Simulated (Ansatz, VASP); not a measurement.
**Two plane-wave programs on SrO**

File INCAR:

```
SYSTEM = SrO
  PREC = Accurate
  ENCUT = 520
  EDIFF = 1E-8
  ISMEAR = -1
  SIGMA = 0.02
  LREAL = .False.
  LASPH = .True.
  NELM = 60
  ALGO = Normal
  ISIF = 2
  LWAVE = .False.
  LCHARG = .False.
  GGA = PE
  LEFG = .True.
  NBANDS = 15
```

Contents of KPOINTS:

```
regular mesh
0
Gamma
  8 8 8
  0 0 0
```

File POSCAR:

```
SrO
1.0
    0.0000000000      2.5827461778      2.5441020000
    2.5827461778      0.0000000000      2.5441020000
    2.5827461778      2.5827461778      0.0000000000
Sr O
1 1
Direct
    0.0000000000      0.0000000000      0.0000000000
    0.5000000000      0.5000000000      0.5000000000
```

Input for Ansatz:

```yaml
crystal:
  lattice:
    - [0.0, 2.5827461778, 2.544102]
    - [2.5827461778, 0.0, 2.544102]
    - [2.5827461778, 2.5827461778, 0.0]
  atoms:
    - { symbol: Sr, position: [0.0, 0.0, 0.0] }
    - { symbol: O, position: [0.5, 0.5, 0.5] }
kpoints:
  mp_grid: { grid: [8, 8, 8] }
scf:
  occupations: { method: fermi_dirac, width: 0.02 }
hamiltonian:
  xc: pbe
  pseudopotentials: { kind: paw }
output:
  forces: true
  stress: true
  eigenvalues: true
  efg: { contact_densities: true }
```

Change from the starting cell: z stretched by -1 % at fixed volume, PAW files.

Alike in both runs: task electric field gradients; functional PBE; k mesh 8 × 8 × 8; occupations fermi-dirac, width 0.02 eV; no spin polarisation.

|  | VASP | Ansatz |
| --- | --- | --- |
| version | VASP 6.6.1 | Ansatz 0.2.0 |
| potentials or method | VASP PAW PBE potentials, release 64 (Sr_sv, O) | PAW with Ansatz's default frozen-core files, scalar-relativistic |
| plane-wave cutoff (eV) | 520 | 420 |
| valence electrons in the cell | 16 | 16 |

Ansatz gave:

```
gap on the k mesh at the Fermi level (eV)                      : 3.24
pressure (GPa)                                                 : 3.0
largest component of the traceless stress (GPa)                : 1.41
Vzz of the field gradient on the site that differs most (V/Å²) : -5.0
```

Task: What did VASP give for the same quantities?

Result: gap on the k mesh at the Fermi level (eV): 3.19; pressure (GPa): 3.6; largest component of the traceless stress (GPa): 1.48; Vzz of the field gradient on the site that differs most (V/Å²): -5.2.

Ansatz warned: «gradients_without_spin_orbit».

A k mesh can miss the band edges.
